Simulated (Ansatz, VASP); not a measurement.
## Ta3N in VASP and in Ansatz

```
CELL_PARAMETERS angstrom
3.03222 0.00000 0.00000
-1.51611 2.62598 0.00000
0.00000 0.00000 7.52414
ATOMIC_POSITIONS crystal
Ta 0.00000 0.00000 0.50000
Ta 0.40474 0.80947 0.17393
Ta 0.66667 0.33333 0.82607
N 0.00000 0.00000 0.00000
```

Change from the starting cell: one atom moved.

Alike in both runs: task single point; functional PBEsol; k mesh 15 × 15 × 6; occupations gaussian, width 0.1 eV; no spin polarisation.

|  | VASP | Ansatz |
| --- | --- | --- |
| version | VASP 6.6.1 | Ansatz 0.2.0 |
| potentials or method | VASP PAW PBE potentials, release 64 (Ta_pv, N) | scalar-relativistic, plane waves, PAW |
| plane-wave cutoff (eV) | 520 | 420 |
| valence electrons in the cell | 38 | 44 |

VASP gave:

```
gap on the k mesh at the Fermi level (eV)       : none
pressure (GPa)                                  : -4.2
largest component of the traceless stress (GPa) : 5.28
rms of the force components (eV/Å)              : 0.702
```

Problem. Estimate Ansatz's values.

Solution. gap on the k mesh at the Fermi level (eV): none; pressure (GPa): -4.5; largest component of the traceless stress (GPa): 5.24; rms of the force components (eV/Å): 0.689.

Atom by atom the forces differ by 0.025 eV/Å (rms over components). A gap of «none» marks a metal or a gap that the smearing closes. With one functional, cell and mesh, what is left measures potentials, basis and numerics. The two sets of potentials don't hold the same shells in valence.

Caveats: the PAW data sets were made with another functional, which shifts forces and pressure a little (VASP). The runs have no spin-orbit coupling, so splittings on Ta are missing.
